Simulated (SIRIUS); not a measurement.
An input for SIRIUS 7.12.0 (Se):

Contents of sirius.json:

```json
{
  "control": {
    "processing_unit": "cpu",
    "std_evp_solver_name": "lapack",
    "gen_evp_solver_name": "lapack",
    "verbosity": 2,
    "print_forces": true,
    "ortho_rf": true,
    "use_second_variation": true,
    "rmt_max": 3.0,
    "num_bands_to_print": 24,
    "save_wf": true
  },
  "parameters": {
    "electronic_structure_method": "full_potential_lapwlo",
    "xc_functionals": ["XC_GGA_X_EV93", "XC_GGA_C_PW91"],
    "core_relativity": "dirac",
    "valence_relativity": "iora",
    "num_fv_states": 53,
    "smearing": "gaussian",
    "smearing_width": 0.0007349864,
    "pw_cutoff": 20,
    "gk_cutoff": 3.82,
    "lmax_apw": 10,
    "lmax_rho": 8,
    "lmax_pot": 8,
    "num_mag_dims": 2,
    "auto_rmt": 0,
    "ngridk": [4, 4, 3],
    "shiftk": [0, 0, 0],
    "num_dft_iter": 60,
    "energy_tol": 1e-07,
    "density_tol": 1e-05,
    "use_symmetry": true,
    "so_correction": true
  },
  "settings": {"tol_ne": 1e-10},
  "iterative_solver": {"type": "exact"},
  "mixer": {"type": "anderson", "beta": 0.4, "max_history": 8},
  "unit_cell": {
    "lattice_vectors": [[8.2509222053, 0.0, 0.0], [-4.1254611027, 7.1455082345, 0.0], [0.0, 0.0, 9.3609473309]],
    "atom_types": ["Se"],
    "atom_files": {"Se": "Se.json"},
    "atoms": {
      "Se": [
        [0.7746, 0.7746, 0.0, 0.0, 0.0, 0.0],
        [0.0, 0.2254, 0.6666666667, 0.0, 0.0, 0.0],
        [0.2254, 0.0, 0.3333333333, 0.0, 0.0, 0.0]
      ]
    }
  }
}
```

Se.json

```json
{
  "name": "selenium",
  "symbol": "Se",
  "number": 34,
  "mass": 78.96,
  "rmin": 1e-06,
  "rmt": 2.2,
  "nrmt": 800,
  "rinf": 13.6,
  "core": "1s2s2p",
  "valence": [
    {"basis": [{"enu": 0.05, "dme": 0, "n": 0, "auto": 0}, {"enu": 0.05, "dme": 1, "n": 0, "auto": 0}]},
    {"l": 0, "n": 1, "basis": [{"enu": 0.0017, "dme": 0, "n": 0, "auto": 0}]},
    {"l": 1, "n": 2, "basis": [{"enu": 0.15, "dme": 0, "n": 0, "auto": 0}]},
    {"l": 2, "n": 3, "basis": [{"enu": 0.15, "dme": 0, "n": 0, "auto": 0}]},
    {"l": 3, "n": 4, "basis": [{"enu": 0.15, "dme": 0, "n": 0, "auto": 0}]}
  ],
  "lo": [
    {
      "l": 0,
      "basis": [{"enu": 0.0017, "dme": 0, "n": 0, "auto": 0}, {"enu": 0.0017, "dme": 1, "n": 0, "auto": 0}]
    },
    {
      "l": 0,
      "basis": [{"enu": 0.0017, "dme": 1, "n": 0, "auto": 0}, {"enu": 0.0017, "dme": 2, "n": 0, "auto": 0}]
    },
    {
      "l": 0,
      "basis": [{"enu": -7.4018, "dme": 0, "n": 3, "auto": 1}, {"enu": -7.4018, "dme": 1, "n": 3, "auto": 1}]
    },
    {
      "l": 0,
      "basis": [{"enu": 0.0017, "dme": 0, "n": 0, "auto": 0}, {"enu": 2.481, "dme": 0, "n": 0, "auto": 0}]
    },
    {"l": 1, "basis": [{"enu": 0.15, "dme": 0, "n": 0, "auto": 0}, {"enu": 0.15, "dme": 1, "n": 0, "auto": 0}]},
    {
      "l": 1,
      "basis": [{"enu": -5.2106, "dme": 0, "n": 3, "auto": 1}, {"enu": -5.2106, "dme": 1, "n": 3, "auto": 1}]
    },
    {
      "l": 1,
      "basis": [{"enu": -5.2106, "dme": 1, "n": 3, "auto": 1}, {"enu": 0.15, "dme": 0, "n": 0, "auto": 0}]
    },
    {"l": 1, "basis": [{"enu": 0.15, "dme": 0, "n": 0, "auto": 0}, {"enu": 3.9517, "dme": 0, "n": 0, "auto": 0}]},
    {"l": 2, "basis": [{"enu": 0.15, "dme": 0, "n": 0, "auto": 0}, {"enu": 0.15, "dme": 1, "n": 0, "auto": 0}]},
    {
      "l": 2,
      "basis": [{"enu": -1.5695, "dme": 0, "n": 3, "auto": 1}, {"enu": -1.5695, "dme": 1, "n": 3, "auto": 1}]
    },
    {
      "l": 2,
      "basis": [{"enu": -1.5695, "dme": 1, "n": 3, "auto": 1}, {"enu": 0.15, "dme": 0, "n": 0, "auto": 0}]
    },
    {"l": 2, "basis": [{"enu": 0.15, "dme": 0, "n": 0, "auto": 0}, {"enu": 4.4475, "dme": 0, "n": 0, "auto": 0}]},
    {"l": 3, "basis": [{"enu": 0.15, "dme": 0, "n": 0, "auto": 0}, {"enu": 0.15, "dme": 1, "n": 0, "auto": 0}]},
    {"l": 3, "basis": [{"enu": 0.15, "dme": 0, "n": 0, "auto": 0}, {"enu": 3.745, "dme": 0, "n": 0, "auto": 0}]}
  ],
  "free_atom": [... radial grid and density of the free atom, the start of the SCF ...]
}
```

Potentials or basis: all-electron FP-LAPW, apw+lo standard.

Run with:

```bash
$ OMP_NUM_THREADS=1 sirius.scf --input=sirius.json --output=output.json
```

Task: How does this run end?

Result: The run stopped without a result. It printed:

Output:

```text
[info] SIRIUS version : 7.12.0
[info] number of MPI ranks           : 1
[info] MPI grid                      : 1 1
[info] maximum number of OMP threads : 1
[fft] FFT context for density and potential
[fft] =====================================
[fft]   plane wave cutoff                     : 20
[fft]   grid size                             : 60 60 64   total : 230400
[fft]   grid limits                           : -29 30   -29 30   -31 32
[fft]   number of G-vectors within the cutoff : 74657
[... 44 lines left out ...]
[sym]   0.0000  0.0000  0.0000
[sym] number of space group operations  : 6
[sym] number of magnetic group operations : 6
[sym] metric tensor error: 1.2854e-09
[sym] rotation matrix error: 2.1802e-11
[sym]
[sym] symmetry operations
[sym]
[sym] isym : 0
[... 119 lines left out ...]
[info] spglib version: 2.7.0
[info] HDF5 version: 2.2.0
[info] Libxc version: 7.1.2
[info] XC functionals
[info] ==============
[info] 1) XC_GGA_X_EV93 : Engel and Vosko
[info] 2) XC_GGA_C_PW91 : Perdew & Wang 91
[info] J. P. Perdew. In P. Ziesche and H. Eschrig, editors, Proceedings of the 75. WE-Heraeus-Seminar and 21st Annual International Symposium on Electronic Structure of Solids, 11. Berlin, 1991. Akademie Verlag.
+----------------------+
| new SCF ground state |
+----------------------+
Exception in function "Wave_functions_base" at src/core/wf/wave_functions.hpp:369
wrong number of magnetic dimensions
```
